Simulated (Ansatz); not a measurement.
## Elastic constants of AlP (F-43m) under pressure

```yaml
crystal:
  lattice:
    - [0.00000, 2.73512, 2.73512]
    - [2.73512, 0.00000, 2.73512]
    - [2.73512, 2.73512, 0.00000]
  atoms:
    - { symbol: Al, position: [0.00000, 0.00000, 0.00000] }
    - { symbol: P, position: [0.75000, 0.75000, 0.75000] }
```

This is the zero-pressure cell. At each pressure cell and atoms are relaxed in this structure, and the constants are slopes of the stress at strains of ±0.005 with relaxed ions (the coefficients that govern stability under load). Level: PBEsol, PAW on Ansatz 0.2.0's default frozen-core files (fitted under PBE), scalar-relativistic; k mesh 8×8×8, strains of ±0.005, fixed occupations, cutoff 420 eV. P is the pressure of the relaxed cell, less that of this one.

| P (GPa) | V/V₀ | C11 (GPa) | C12 (GPa) | C44 (GPa) |
| --- | --- | --- | --- | --- |
| 0.00 | 1.0000 | 128.2 | 66.4 | 59.5 |
| 0.99 | 0.9890 | 131.8 | 70.7 | 59.8 |
| 1.99 | 0.9783 | 135.4 | 74.9 | 60.0 |
| 4.02 | 0.9585 | 142.5 | 83.4 | 60.2 |
| 6.97 | ? | ? | ? | ? |
| 9.96 | 0.9099 | 161.8 | 107.5 | 59.2 |
| 15.00 | 0.8764 | 177.0 | 127.1 | 57.1 |

Task: Does the bulk modulus from the constants agree with the pressure-volume curve?

Result: A third-order Birch-Murnaghan fit to the volumes shown (F against f, f = [(V₀/V)^(2/3) − 1]/2) gives B₀ = 87.1 GPa and B′ = 4.0. Its −V dP/dV stands beside (C11 + 2C12)/3:

| P (GPa) | from P(V) | from the constants |
| --- | --- | --- |
| 0.00 | 87.1 | 87.0 |
| 0.99 | 91.0 | 91.0 |
| 1.99 | 95.1 | 95.1 |
| 4.02 | 103.0 | 103.1 |
| 9.96 | 125.6 | 125.6 |
| 15.00 | 144.2 | 143.7 |

Task: What are the pressure derivatives at zero pressure?

Result: Slopes at V₀ of quadratic fits in −ln(V/V₀) through the first four rows shown, divided by B₀: dC11/dP = 3.7, dC12/dP = 4.3, dC44/dP = 0.3. The mean slopes up to 2.0 GPa are 3.6, 4.3, 0.2; curvature and scatter of the constants part the two. The combination (dC11/dP + 2 dC12/dP)/3 = 4.1 stands against B′.

Task: Fill the row at 6.97 GPa.

Result: Cubic fits in −ln(V/V₀) through all rows shown give C11 = 152.4, C12 = 95.5, C44 = 59.9 GPa. Computed: V/V₀ = 0.9329, C11 (GPa) = 152.3, C12 (GPa) = 95.5, C44 (GPa) = 59.9.

Task: Does a shear stiffness soften?

Result: C44 goes from 59.5 to 57.1 GPa, through a maximum of 60.2 near 4 GPa; (C11 − C12)/2 goes from 30.9 to 24.9 GPa. C44 and (C11 − C12)/2 soften under pressure, though the lattice stays mechanically stable over this range.

Limits of these numbers: no other phase was computed; many crystals of this kind change structure within this range, and rows or crossings beyond such a change describe a metastable lattice; frozen-core PAW files fitted under PBE, their cores solved anew for the functional of the run; constants at zero field, no piezoelectric stiffening; phonons weren't checked at these pressures.
